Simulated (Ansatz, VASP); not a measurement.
## ZnO in VASP and in Ansatz

The input INCAR:

```
SYSTEM = ZnO
ALGO = Normal
EDIFF = 1E-6
ENCUT = 520
GGA = PE
ISIF = 2
ISMEAR = -1
LASPH = .True.
LCHARG = .False.
LREAL = .False.
LWAVE = .False.
NBANDS = 26
NELM = 60
PREC = Accurate
SIGMA = 0.03
```

KPOINTS

```
k-points
0
Gamma
  8 8 4
  0 0 0
```

POSCAR

```
ZnO
1.0
    3.2199992200      0.0000000000      0.0000000000
   -1.6099996100      2.7886011300      0.0000000000
    0.0000000000      0.0000000000      5.2000000000
Zn O
2 2
Direct
    0.3333333300      0.6666666700      0.0000000000
    0.6666666700      0.3333333300      0.5000000000
    0.3333333300      0.6666666700      0.3750000000
    0.6666666700      0.3333333300      0.8750000000
```

Input for Ansatz:

```yaml
crystal:
  lattice:
    - [3.21999922, 0.0, 0.0]
    - [-1.60999961, 2.78860113, 0.0]
    - [0.0, 0.0, 5.2]
  atoms:
    - { symbol: Zn, position: [0.33333333, 0.66666667, 0.0] }
    - { symbol: Zn, position: [0.66666667, 0.33333333, 0.5] }
    - { symbol: O, position: [0.33333333, 0.66666667, 0.375] }
    - { symbol: O, position: [0.66666667, 0.33333333, 0.875] }
hamiltonian:
  xc: pbe
  pseudopotentials: { kind: paw }
basis:
  ecutwfc: 420
kpoints:
  mp_grid: { grid: [8, 8, 4] }
scf:
  occupations: { method: fermi_dirac, width: 0.03 }
  lower_state_search: "off"
output:
  forces: true
  stress: true
```

Alike in both runs: task single point; functional PBE; k mesh 8 × 8 × 4; occupations fermi-dirac, width 0.03 eV; no spin polarisation.

|  | VASP | Ansatz |
| --- | --- | --- |
| version | VASP 6.6.1 | Ansatz 0.2.0 |
| potentials or method | VASP PAW PBE potentials, release 64 (Zn, O) | PAW, plane waves, scalar-relativistic |
| plane-wave cutoff (eV) | 520 | 420 |
| valence electrons in the cell | 36 | 36 |

|  | VASP | Ansatz | Ansatz less VASP |
| --- | --- | --- | --- |
| pressure (GPa) | 9.1 | 7.9 | -1.19 |
| largest component of the traceless stress (GPa) | 1.48 | 1.40 | -0.087 |
| rms of the force components (eV/Å) | 0.091 | 0.087 | -0.0040 |

Atom by atom the forces differ by 0.004 eV/Å (rms over components).
